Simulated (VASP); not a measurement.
Crystal: MoP.

```
Mo P
1.0
     3.22300    0.00000    0.00000
    -1.61150    2.79120    0.00000
     0.00000    0.00000    3.19100
Mo P
1 1
Direct
  0.00000 0.00000 0.00000
  0.33333 0.66667 0.50000
```

- Program: VASP 6.6.1
- Task: relaxation of cell and atoms
- Functional: LDA
- Potentials or basis: VASP PAW LDA potentials, release 54 (Mo, P)
- Cutoff: 580 eV
- k mesh: 10 × 10 × 8
- Occupations: gaussian, width 0.05 eV
- Spin: no spin polarisation
- Hubbard terms: Mo d U = 1 eV

At the start: pressure -6.5 GPa; volume 14.35 Å³/atom.

How do energy, volume and symmetry change on relaxing?

Over 6 steps the energy falls by 7.7 meV/atom and the volume is 13.98 Å³/atom (-2.6 %); space group P-6m2 (No. 187, to 0.05 Å).

The path:
| step | energy change (eV) | largest force (eV/Å) | pressure (GPa) | volume (Å³) |
| --- | --- | --- | --- | --- |
| 1 | 0.0000 | 0.0000 | -6.47 | 28.71 |
| 2 | -0.0111 | 0.0000 | -3.51 | 28.35 |
| 3 | -0.0154 | 0.0000 | 0.09 | 27.95 |
| 4 | -0.0154 | 0.0000 | -0.02 | 27.96 |
| 5 | -0.0155 | 0.0000 | -0.10 | 27.96 |
| 6 | -0.0155 | 0.0000 | -0.05 | 27.96 |

Final structure:
```
Mo P
1.0
     3.19459    0.00000    0.00000
    -1.59730    2.76660    0.00000
     0.00000    0.00000    3.16307
Mo P
1 1
Direct
  0.00000 0.00000 0.00000
  0.33333 0.66667 0.50000
```

Caveat: U without spin polarisation on a metal has little footing; the U is typed as a test and isn't derived for this compound.
